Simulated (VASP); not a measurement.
# Ho (Fm-3m) in VASP: reference runs, part 2 of 2

VASP 6.6.1.

## (3) Single point, PBE, collinear spin, ferromagnetic start (cell strained at random at fixed volume)

Input file INCAR:

```
PREC     = Accurate       # precision mode
ENCUT    = 520            # plane-wave cutoff, eV
EDIFF    = 1E-7           # SCF threshold, eV
ISMEAR   = -1             # smearing method
SIGMA    = 0.05           # smearing width, eV
LREAL    = F              # projectors in reciprocal space
LASPH    = T              # aspherical terms in the spheres
NELM     = 100            # most SCF steps
ALGO     = Normal         # electronic algorithm
ISIF     = 2              # what is computed and relaxed
LWAVE    = F              # write WAVECAR
LCHARG   = F              # write CHGCAR
ISPIN    = 2              # spin polarisation
MAGMOM   = 4              # initial moments
LORBIT   = 11             # projections on sites
LMAXMIX  = 6              # l up to which the mixer works
GGA      = PE             # functional
NBANDS   = 20             # bands
```

Input file KPOINTS:

```
Automatic mesh
0
Gamma
  9 9 9
```

Input file POSCAR:

```
Ho
1.0
   -0.0374510000      2.5098780000      2.5004830000
    2.4458760000      0.0297590000      2.4332720000
    2.5166210000      2.5134130000     -0.0409870000
Ho
1
Direct
    0.0029510000     -0.0090460000      0.0147550000
```

Potentials or basis: VASP PAW PBE potentials, release 64 (Ho).

Command:

```
cat potpaw_PBE.64/Ho/POTCAR > POTCAR
mpirun -np 1 vasp_std > vasp.out
```

OUTCAR:

```text
PREC = Accurate
   ENCUT = 520
   EDIFF = 1E-7
   ISMEAR = -1
   LREAL = F
   LASPH = T
   NELM = 100
   ISIF = 2
   ISPIN = 2
   LORBIT = 11
   GGA = PE

 ion  position               nearest neighbor table
   1  0.003  0.991  0.015-

  LATTYP: Found a triclinic cell.
 ALAT       =     3.4502184904
 B/A-ratio  =     1.0309515285
 C/A-ratio  =     1.0174226816
 COS(alpha) =     0.0015043975
 COS(beta)  =     0.4819061259
 COS(gamma) =     0.4995257356

  Lattice vectors:

 A1 = (  -2.4458760000,  -0.0297590000,  -2.4332720000)
 A2 = (  -2.5166210000,  -2.5134130000,   0.0409870000)
 A3 = (  -2.4833270000,   2.4801190000,   0.0672110000)

Analysis of symmetry for initial positions (statically):
=====================================================================
 Subroutine PRICEL returns:
 Original cell was already a primitive cell.

 Routine SETGRP: Setting up the symmetry group for a
 triclinic supercell.

 Subroutine GETGRP returns: Found  2 space group operations
 (whereof  1 operations were pure point group operations)
 out of a pool of  2 trial point group operations.

The static configuration has the point symmetry C_1 .
 The point group associated with its full space group is S_2 .

Analysis of symmetry for dynamics (positions and initial velocities):
=====================================================================
 Subroutine PRICEL returns:
 Original cell was already a primitive cell.

 Routine SETGRP: Setting up the symmetry group for a
 triclinic supercell.

 Subroutine GETGRP returns: Found  2 space group operations
 (whereof  1 operations were pure point group operations)
 out of a pool of  2 trial point group operations.

The dynamic configuration has the point symmetry C_1 .
 The point group associated with its full space group is S_2 .

Analysis of structural, dynamic, and magnetic symmetry:
=====================================================================
 Subroutine PRICEL returns:
 Original cell was already a primitive cell.

 Routine SETGRP: Setting up the symmetry group for a
 triclinic supercell.

 Subroutine GETGRP returns: Found  2 space group operations
 (whereof  1 operations were pure point group operations)
 out of a pool of  2 trial point group operations.

The overall configuration has the point symmetry C_1 .
 The point group associated with its full space group is S_2 .

 Subroutine INISYM returns: Found  2 space group operations
 (whereof  1 operations are pure point group operations),
 and found     1 'primitive' translations

----------------------------------------------------------------------------------------

                                     Primitive cell

  volume of cell :      31.0347

  direct lattice vectors                    reciprocal lattice vectors
    -0.037451000  2.509878000  2.500483000    -0.197103191  0.200545639  0.195671477
     2.445876000  0.029759000  2.433272000     0.205821873 -0.202716129  0.206560487
     2.516621000  2.513413000 -0.040987000     0.194389028  0.200001966 -0.197841966

  length of vectors
[... 63 lines left out ...]
   number of dos      NEDOS =    301   number of ions     NIONS =      1
   total plane-waves  NPLWV =  21952
   dimension x,y,z NGX =    28 NGY =   28 NGZ =   28
   dimension x,y,z NGXF=    56 NGYF=   56 NGZF=   56
   ions per type =               1
   NGX,Y,Z   is equivalent  to a cutoff of  13.14, 13.49, 13.09 a.u.
   NGXF,Y,Z  is equivalent  to a cutoff of  26.28, 26.98, 26.17 a.u.
 SYSTEM =  unknown system
   PREC   = accura    normal or accurate (medium, high low for compatibility)
   ISTART =      0    job   : 0-new  1-cont  2-samecut
   ICHARG =      2    charge: 1-file 2-atom 10-const
   ISPIN  =      2    spin polarized calculation?
   LNONCOLLINEAR =      F non collinear calculations
   LSORBIT =      F    spin-orbit coupling
   LASPH  =      T    aspherical Exc in radial PAW
   ENCUT  =  520.0 eV  38.22 Ry    6.18 a.u.   6.59  6.42  6.61*2*pi/ulx,y,z
   NELM   =    100;   NELMIN=  2; NELMDL= -5     # of ELM steps
   EDIFF  = 0.1E-06   stopping-criterion for ELM
   LREAL  =      F    real-space projection
   EDIFFG = 0.1E-05   stopping-criterion for IOM
   NSW    =      0    number of steps for IOM
   IBRION =     -1    ionic relax: 0-MD 1-quasi-New 2-CG
   NFREE  =      0    steps in history (QN), initial steepest desc. (CG)
   ISIF   =      2    stress and relaxation
   ISYM   =      2    0-nonsym 1-usesym 2-fastsym
   POTIM  = 0.5000    time-step for ionic-motion
   TEBEG  =    0.0;   TEEND  =   0.0 temperature during run
   PSTRESS=    0.0 pullay stress
   NELECT =      21.0000    total number of electrons
   NUPDOWN=      -1.0000    fix difference up-down
   EMIN   =  10.00;   EMAX   =-10.00  energy-range for DOS
   EFERMI =   0.00;   METHOD = LEGACY
   ISMEAR =    -1;   SIGMA  =   0.05  broadening in eV -4-tet -1-fermi 0-gaus
   EFERMI_NEDOS =   21; number of points for ismear=-14 and -15
   IALGO  =     38    algorithm
   IMIX   =      4    mixing-type and parameters
     AMIX     =   0.40;   BMIX     =  1.00
     AMIX_MAG =   1.60;   BMIX_MAG =  1.00
  volume/ion in A,a.u.               =      31.03       209.43
  Fermi-wavevector in a.u.,A,eV,Ry     =   1.437249  2.716007 28.105358  2.065686
  Thomas-Fermi vector in A             =   2.556348
   LORBIT       =     11    0 simple, 1 ext, 2 COOP (PROOUT), +10 PAW based schemes
   GGA     = PE    functional components
   LHFCALC =     F    Hartree Fock is set to
   AEXX    =    0.0000 exact exchange contribution
   IVDW    =     0    specifies the selected vdW correction
   LEPSILON=     F    determine dielectric tensor
   LRPA    =     F    only Hartree local field effects (RPA)
 spin polarized calculation
  energy-cutoff  :      520.00
  volume of cell :       31.03
 maximum number of plane-waves:       859
   NGX = 13   NGY = 13   NGZ = 13

 number of electron      21.0000008 magnetization       3.6921752

 Free energy of the ion-electron system (eV)
  ---------------------------------------------------
  ext. energy  EPLUGINS =         0.00000000
  ---------------------------------------------------
  free energy    TOTEN  =        -6.50278695 eV

  energy without entropy =       -6.46560988  energy(sigma->0) =       -6.48419841

 E-fermi :   2.6338     XC(G=0): -10.1581

 val. band max:        2.6334139228   @ k =  -0.4444   0.3333   0.4444
 cond. band min:       2.6345970487   @ k =  -0.2222  -0.2222   0.3333
 fundamental gap:      0.0011831259
 Fermi energy:         2.6338037677

 spin component 1

 k-point     1 :       0.0000    0.0000    0.0000
  band No.  band energies     occupation
      1     -45.5634      1.00000
      2     -20.2442      1.00000
      3     -20.2372      1.00000
      4     -20.1848      1.00000
      5      -2.6444      1.00000
      6      -0.4633      1.00000
[... 541 lines left out ...]
     19      14.8166      0.00000
     20      18.0382      0.00000

 [... further k-points ...]

 spin component 2

 k-point     1 :       0.0000    0.0000    0.0000
  band No.  band energies     occupation
      1     -43.9652      1.00000
      2     -19.0642      1.00000
      3     -19.0592      1.00000
      4     -19.0117      1.00000
      5      -2.3376      1.00000
      6       1.7423      1.00000
[... 541 lines left out ...]
     19      15.3933      0.00000
     20      18.5925      0.00000

 [... further k-points ...]

------------------------ aborting loop because EDIFF is reached ----------------------------------------

  FORCE on cell =-STRESS in cart. coord.  units (eV):
  Direction    XX          YY          ZZ          XY          YZ          ZX
  --------------------------------------------------------------------------------------
  -------------------------------------------------------------------------------------
  Total        0.5487705      0.5291156      0.5618528     -0.0623324     -0.0484767      0.2586722
  in kB       28.3304783     27.3157833     29.0058521     -3.2179346     -2.5026271     13.3540460
  external PRESSURE =      28.2173712 kB  Pullay stress =       0.0000000 kB

 VOLUME and BASIS-vectors are now :
 -----------------------------------------------------------------------------
  energy-cutoff  :      520.00
  volume of cell :       31.03
      direct lattice vectors                 reciprocal lattice vectors
    -0.037451000  2.509878000  2.500483000    -0.197103191  0.200545639  0.195671477
     2.445876000  0.029759000  2.433272000     0.205821873 -0.202716129  0.206560487
     2.516621000  2.513413000 -0.040987000     0.194389028  0.200001966 -0.197841966

 POSITION                                       TOTAL-FORCE (eV/Angst)
 -----------------------------------------------------------------------------------
      2.46077      0.07398      2.41803         0.000000      0.000000      0.000000
 -----------------------------------------------------------------------------------
    total drift:                               -0.000050     -0.000015      0.000038

  FREE ENERGIE OF THE ION-ELECTRON SYSTEM (eV)
  ---------------------------------------------------
  free  energy   TOTEN  =        -6.5027869473 eV

  energy  without entropy=       -6.4656098799  energy(sigma->0) =       -6.48419841

 total charge

# of ion       s       p       d       f       tot
--------------------------------------------------
    1        2.126   5.704   0.433  10.308  18.571

 magnetization (x)

# of ion       s       p       d       f       tot
--------------------------------------------------
    1        0.005  -0.020   0.071   3.470   3.526
```

It took 56 min on 1 thread of Intel Xeon Platinum 8375C at 2.90GHz (Ice Lake), shared host; peak memory 0.5 GiB.

Results:

```yaml
Free_energy: -6.5028 eV
Pressure: 2.8 GPa
Band_gap_on_the_k_mesh: none (metal or under the smearing width)
Net_moment: 3.69 μB per cell
Site_moments: Ho +3.53 μB
Valence_electrons_inside_the_program's_atomic_spheres: Ho 18.57
```

Caveat: the magnetic or orbital state may not be the lowest; spin-orbit coupling is left out, which moves the levels of the heavy elements. The state reached can hang on the start; a lower one may exist.
